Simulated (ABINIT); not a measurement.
Crystal: Tm.

```
Tm
1.0
    -1.97055    1.97055    1.97055
     1.97055   -1.97055    1.97055
     1.97055    1.97055   -1.97055
Tm
1
Direct
  0.00000 0.00000 0.00000
```

This isn't the form of Tm at room conditions, which is hcp.

Base run:

| Item | Value |
| --- | --- |
| Program | ABINIT 10.8.3 (patched build) |
| Functional | PBE |
| Potentials or basis | Ansatz PAW PBE default generated set, frozen core |
| Cutoff | 419 eV |
| k mesh | 10 × 10 × 10 |
| Occupations | gaussian, width 0.2 eV |
| Spin | collinear spin, ferromagnetic start |
| Starting moments | [2.0] μB |

Its results: band gap on the k mesh none (metal or under the smearing width); pressure 3.0 GPa; net moment 1.15 μB per cell.

Q: The run is repeated on the same cell with these changes: occupations from gaussian, width 0.2 eV to fermi-dirac, width 0.2 eV. What comes out?

A: Band gap on the k mesh none (metal or under the smearing width); pressure 3.6 GPa; net moment 0.00 μB per cell.

Caveats: the magnetic or orbital state may not be the lowest; spin-orbit coupling is left out, which moves the levels of the heavy elements.
